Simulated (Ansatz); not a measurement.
**SiO2 (Fm-3m): G0W0 and the choice of datasets**

```yaml
crystal:
  lattice:
    - [0.00000, 2.19538, 2.19538]
    - [2.19538, 0.00000, 2.19538]
    - [2.19538, 2.19538, 0.00000]
  atoms:
    - { symbol: Si, position: [0.00000, 0.00000, 0.00000] }
    - { symbol: O, position: [0.25000, 0.25000, 0.25000] }
    - { symbol: O, position: [0.75000, 0.75000, 0.75000] }
```

Held fixed (Ansatz):

```json
{
  "orbitals": "PBE",
  "k mesh": "4×4×4",
  "empty bands": "136",
  "response cutoff": "200 eV",
  "frequencies": "plasmon pole, fitted at 0 and 32.29i eV",
  "q → 0 term": "analytic weight of Carrier, Rohra and Görling",
  "band sums": "cut at the band count"
}
```

The gap is read direct at k = (0, -0.5, -0.5), linearised, between the Kohn-Sham band edges among the points solved. The direct gap is read between the top filled and lowest empty Kohn-Sham band at Γ. ε∞ is the electronic dielectric constant on this mesh.

```csv
"datasets, wave cutoff",KS gap (eV),G0W0 gap (eV),direct at Γ (eV),ε∞
"all-electron, 3300 eV",2.15,3.75,8.30,3.9
"hard PAW, 700 eV",2.15,3.75,8.31,3.9
"hand-made PAW, accurate, 900 eV",2.15,?,?,?
"hand-made PAW, 930 eV",2.14,3.89,8.42,3.8
"JTH PAW, 700 eV",2.12,3.73,8.27,3.8
"soft PAW (1st gen.), 420 eV",2.17,3.82,8.37,3.8
"norm-conserving, 1240 eV",2.17,3.63,8.04,3.8
```

(1) Fill in the row for hand-made PAW, accurate, 900 eV.

## Answers

(1) G0W0 gap 3.88 eV, direct at Γ 8.44 eV, ε∞ 3.8.

The cell is a model at fixed atoms and needn't be the relaxed known crystal. Soft PAW datasets can miss an all-electron G0W0 gap by more than 5 %. With norm-conserving pseudopotentials the core–valence exchange is only approximate, which can shift gaps by tenths of an eV and RPA lattice constants by most of a per cent. Points k are given in fractions of the reciprocal vectors. The mesh is coarse, so these are values at the stated settings, not converged ones. Band sums or response are cut, so the gap isn't at its basis limit. The gap is read on the mesh, and the crystal's band edges can lie off it.
